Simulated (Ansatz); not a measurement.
# InN in the wurtzite structure (space group P6_3mc, No. 186)

```
InN
1.0
    3.58085     0.00000     0.00000
   -1.79043     3.10111     0.00000
    0.00000     0.00000     5.78816
In N
2 2
Direct
  0.66667   0.33333   0.50197
  0.33333   0.66667   0.00197
  0.66667   0.33333   0.12323
  0.33333   0.66667   0.62323
```

Level of theory: Kohn–Sham DFT with the PBE functional, run in Ansatz (a quantum-chemistry and plane-wave program) with PAW and 420 eV plane waves, scalar-relativistic without spin-orbit coupling, earlier PAW set. Γ-centred 11×11×6 mesh, Fermi–Dirac width 0.05 eV.

```yaml
volume_per_atom: 16.07 Å³
density: 6.66 g/cm³
band_gap: zero
total_energy: -2990.845 eV/atom (σ→0; compares only within this code and set-up)
```

Whether these cells are dynamically stable was not tested. All final runs are without spin polarisation. A zero or small gap of InN can be the functional's error rather than a property of the material.
